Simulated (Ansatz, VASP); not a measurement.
**CuI (Marshite) in VASP and in Ansatz**

```
Cu I
1.0
     0.00000    3.03150    3.03150
     3.03150    0.00000    3.03150
     3.03150    3.03150    0.00000
Cu I
1 1
Direct
  0.25000 0.25000 0.25000
  0.00000 0.00000 0.00000
```

Alike in both runs: task single point; functional r2SCAN; k mesh 6 × 6 × 6; no spin polarisation.

```csv
,VASP,Ansatz
version,VASP 6.6.1,Ansatz 0.2.0
potentials or method,"VASP PAW PBE potentials, release 64 (Cu, I)","plane waves, PAW"
plane-wave cutoff (eV),520,550
occupations,"gaussian, width 0.01 eV",fixed
valence electrons in the cell,18,36
```

|  | VASP | Ansatz | Ansatz less VASP |
| --- | --- | --- | --- |
| gap on the k mesh at the Fermi level (eV) | 1.61 | 1.61 | -0.004 |

The two sets of potentials don't hold the same shells in valence.

Caveats: spin-orbit coupling is left out, which moves the levels of the heavy elements. r2SCAN opens gaps a little over a GGA but as a rule still falls short of measured ones.
